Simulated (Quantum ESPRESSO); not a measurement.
A calculation with Quantum ESPRESSO 7.5 of Li (ASE script, structure typed inline):

The input run.py:

```python
import numpy as np
from ase.calculators.espresso import Espresso, EspressoProfile
from ase import Atoms

atoms = Atoms(['Li'],
              cell=[[-1.84222034, 1.79380382, 1.66218725], [1.68815559, -1.97140902, 1.68572771], [1.77046847, 1.89965716, -1.83979245]],
              scaled_positions=[[0.0, 0.0, 0.0]],
              pbc=True)

input_data = {
    'control': {'calculation': 'scf', 'prefix': 'pwscf', 'outdir': './tmp', 'tprnfor': True, 'tstress': True, 'disk_io': 'nowf'},
    'system': {'ecutwfc': 55.0, 'ecutrho': 440.0, 'nbnd': 6, 'occupations': 'smearing', 'smearing': 'fd', 'degauss': 0.00367493},
    'electrons': {'conv_thr': 2e-10, 'electron_maxstep': 120, 'mixing_beta': 0.5},
}
pseudopotentials = {'Li': 'li_pbe_v1.4.uspp.F.UPF'}
profile = EspressoProfile(command='pw.x', pseudo_dir='pseudo')
dft = Espresso(profile=profile, input_data=input_data, pseudopotentials=pseudopotentials, kpts=(11, 11, 11), koffset=(0, 0, 0))
atoms.calc = dft

print(f'energy {atoms.get_potential_energy():.8f} eV')
print('forces (eV/A)')
print(np.round(atoms.get_forces(), 6))
print('stress (eV/A^3, Voigt)')
print(np.round(atoms.get_stress(), 8))
print(f'Fermi level {dft.get_fermi_level():.4f} eV')
```

Potentials or basis: SSSP 1.3 efficiency PBE.

Command:

```bash
$ OMP_NUM_THREADS=1 python run.py
```

This isn't the form of Li at room conditions, which is bcc.

**Question.** Write the same calculation in another form: native input, structure typed inline.

**Answer.** As run:

The input pw.in:

```
&CONTROL
  calculation = 'scf'
  prefix = 'pwscf'
  outdir = './tmp'
  pseudo_dir = './pseudo'
  tprnfor = .true.
  tstress = .true.
  disk_io = 'low'
/
&SYSTEM
  ibrav = 0
  nat = 1
  ntyp = 1
  ecutwfc = 55
  ecutrho = 440
  nbnd = 6
  occupations = 'smearing'
  smearing = 'fd'
  degauss = 0.00367493
/
&ELECTRONS
  conv_thr = 2d-10
  electron_maxstep = 120
  mixing_beta = 0.5
/
ATOMIC_SPECIES
Li     6.9400 li_pbe_v1.4.uspp.F.UPF
CELL_PARAMETERS angstrom
  -1.8422203400    1.7938038200    1.6621872500
   1.6881555900   -1.9714090200    1.6857277100
   1.7704684700    1.8996571600   -1.8397924500
ATOMIC_POSITIONS crystal
Li     0.0000000000    0.0000000000    0.0000000000
K_POINTS automatic
11 11 11 0 0 0
```

File pp_density.in:

```
&INPUTPP
  prefix = 'pwscf'
  outdir = './tmp'
  filplot = 'density.dat'
  plot_num = 0
/
&PLOT
  nfile = 1
  filepp(1) = 'density.dat'
  iflag = 3
  output_format = 6
  fileout = 'density.cube'
/
```

File pp_potential.in:

```
&INPUTPP
  prefix = 'pwscf'
  outdir = './tmp'
  filplot = 'potential.dat'
  plot_num = 11
/
&PLOT
  nfile = 1
  filepp(1) = 'potential.dat'
  iflag = 3
  output_format = 6
  fileout = 'potential.cube'
/
```

Potentials or basis: SSSP 1.3 efficiency PBE.

The run is started by

```console
$ OMP_NUM_THREADS=1 pw.x -in pw.in > pw.out
$ OMP_NUM_THREADS=1 pp.x -in pp_density.in > pp_density.out
$ OMP_NUM_THREADS=1 pp.x -in pp_potential.in > pp_potential.out
```

Both were run:

|  | ASE script, structure typed inline | native input, structure typed inline |
| --- | --- | --- |
| Pressure | -0.6 GPa | -0.6 GPa |
| Band gap on the k mesh | none (metal or under the smearing width) | none (metal or under the smearing width) |

Keys that steer only the numerical path or the files written may differ.
